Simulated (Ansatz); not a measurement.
Input:

Relaxed Li2O (anti-fluorite):

```xyz
6
Lattice="0.0000 4.6261 4.6261 2.3131 0.0000 2.3131 2.3131 2.3131 0.0000" Properties=species:S:1:pos:R:3 pbc="T T T"
O      0.0000     0.0000     0.0000
O      2.3131     2.3131     4.6261
Li     1.1565     1.1565     1.1565
Li     1.1565     3.4696     3.4696
Li     3.4696     3.4696     3.4696
Li     3.4696     5.7827     5.7827
```

The atoms are displaced by Q × the pattern below (from a DFPT mode at L = (0.5, 0.0, 0.0), largest move 1; Q in Å), at fixed cell. (q is in reciprocal vectors of the primitive cell; the cell shown is doubled to hold the pattern.)

| atom | x | y | z |
|---|---|---|---|
| Li3 | 0.577 | -0.577 | -0.577 |
| Li4 | -0.577 | 0.577 | 0.577 |
| Li5 | 0.577 | -0.577 | -0.577 |
| Li6 | -0.577 | 0.577 | 0.577 |

Atoms not listed stay in place.

Calculation: PBE (plane waves to 420 eV, PAW, scalar-relativistic; Ansatz, a quantum-chemistry and plane-wave program). k mesh 6×12×12 (Γ-centred), Fermi-Dirac smearing 0.05 eV. Energies are smeared free energies. Li2O was relaxed with its symmetry unable to fall. ΔE is measured from the undisplaced structure.

The scan covers Q from -0.180 to 0.180 Å in 13 points.

Problem. Which space group does the distorted structure have?

Solution. R-3m (No. 166), lowered from Fm-3m.

Problem. What is the energy change at Q = 0.180 Å?

Solution. 513 meV/cell.

Problem. What harmonic wavenumber does the curvature at Q = 0 give?

Solution. 557 cm⁻¹.

(For displaced atoms, the force is minus the slope of the energy, and its curvature is a force constant, which sets phonon frequencies.)
